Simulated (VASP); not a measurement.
Input of a VASP 6.6.1 run:

The input INCAR:

```
SYSTEM = PtSe2
  ALGO = Normal
  EDIFF = 1E-6
  ENCUT = 520
  GGA = PE
  ISIF = 2
  ISMEAR = 0
  LASPH = .True.
  LCHARG = .False.
  LREAL = .False.
  LWAVE = .False.
  NBANDS = 18
  NELM = 100
  PREC = Accurate
  SIGMA = 0.05
```

File KPOINTS:

```
k-points
0
Gamma
  8 8 5
  0 0 0
```

The input POSCAR:

```
PtSe2
1.0
    3.7240000000      0.0000000000      0.0000000000
   -1.8620000000      3.2250786037      0.0000000000
    0.0000000000      0.0000000000      5.0620000000
Pt Se
1 2
Cartesian
    0.0000000000      0.0000000000      0.0000000000
    1.8620000002      1.0750262011      3.7965000000
   -0.0000000002      2.1500524026      1.2655000000
```

Potentials or basis: VASP PAW PBE potentials, release 64 (Pt, Se).

Command:

```console
$ cat potpaw_PBE.64/Pt/POTCAR potpaw_PBE.64/Se/POTCAR > POTCAR
$ mpirun -np 1 vasp_std > vasp.out
```

Task: What does it give for the band gap on the k mesh?

Result: None (metal or under the smearing width).

Task: Estimate the largest force.

Result: 0.586 eV/Å.

Task: Estimate the pressure.

Result: 7.3 GPa.

Forces on the atoms (eV/Å):
```
Pt   0.000  0.000  0.000
Se   0.000  0.000 -0.586
Se   0.000  0.000  0.586
```

The run has no spin-orbit coupling, so splittings on Pt are missing.
